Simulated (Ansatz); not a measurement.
C: distorted cells

The calculation used DFT PBEsol, scalar-relativistic, plane waves, PAW in Ansatz.

Cutoff 420 eV; k points 15×15×15 on the computed 2-atom cell (Γ-centred); Gaussian smearing, width 0.02 eV; no spin polarisation.

Reference cell:

```
C
1.0
     1.22803    0.70900    3.34701
    -1.22803    0.70900    3.34701
     0.00000   -1.41800    3.34701
C
2
Direct
  0.16400 0.16400 0.16400
  0.83600 0.83600 0.83600
```

Each variant moves atoms of this cell by the vectors given, if any (Å), and then applies a symmetric strain (tensor components, Cartesian axes). The reference cell isn't relaxed at this level. Energies are per atom at zero smearing, counted from the lowest variant. Pressure is positive in compression.

1. strain (xx yy zz yz xz xy, %) -3.80 -3.80 -0.80 0.00 0.00 0.00; moves: C1 (0.000, 0.000, 0.100); C2 (0.000, 0.000, -0.100)
2. strain (xx yy zz yz xz xy, %) -2.50 -2.50 -1.00 0.00 0.00 0.00; moves: C1 (0.000, 0.000, -0.150); C2 (0.000, 0.000, 0.150)
3. strain (xx yy zz yz xz xy, %) 1.47 -0.10 1.64 -1.46 2.00 0.30; moves: C1 (0.035, -0.139, 0.044); C2 (-0.035, 0.139, -0.044)
4. strain (xx yy zz yz xz xy, %) -0.81 1.13 0.26 0.21 0.03 -0.80; moves: C1 (-0.099, 0.010, 0.003); C2 (0.099, -0.010, -0.003)
5. no strain; moves: C1 (0.040, 0.016, -0.014)
6. strain (xx yy zz yz xz xy, %) 4.08 4.08 2.58 0.00 0.00 0.00; moves: C1 (0.000, 0.000, 0.250); C2 (0.000, 0.000, -0.250)

| variant | ΔE (meV/atom) | P (GPa) | largest force (eV/Å) | gap on mesh (eV) | space group |
| --- | --- | --- | --- | --- | --- |
| 1 | 157.9 | 38.23 | 2.34 | 0.46 | R-3m |
| 2 | 501.8 | 14.70 | 5.72 | 0.41 | R-3m |
| 3 | 1341.2 | 44.91 | 22.55 | 0 | P-1 |
| 4 | 523.4 | 17.40 | 11.57 | 0 | P-1 |
| 5 | 0.0 | 1.92 | 2.70 | 0.21 | P-1 |
| 6 | 921.5 | -31.05 | 7.50 | 0.21 | R-3m |

An odd mesh misses points on the zone edge, so a gap read on it can be too wide. Each cell of C holds layers, and where no dispersion correction was added their binding is poorly described. Some atoms are far too close here, so the PAW spheres overlap strongly and the numbers are rough. The smearing is narrow for a metal on this mesh.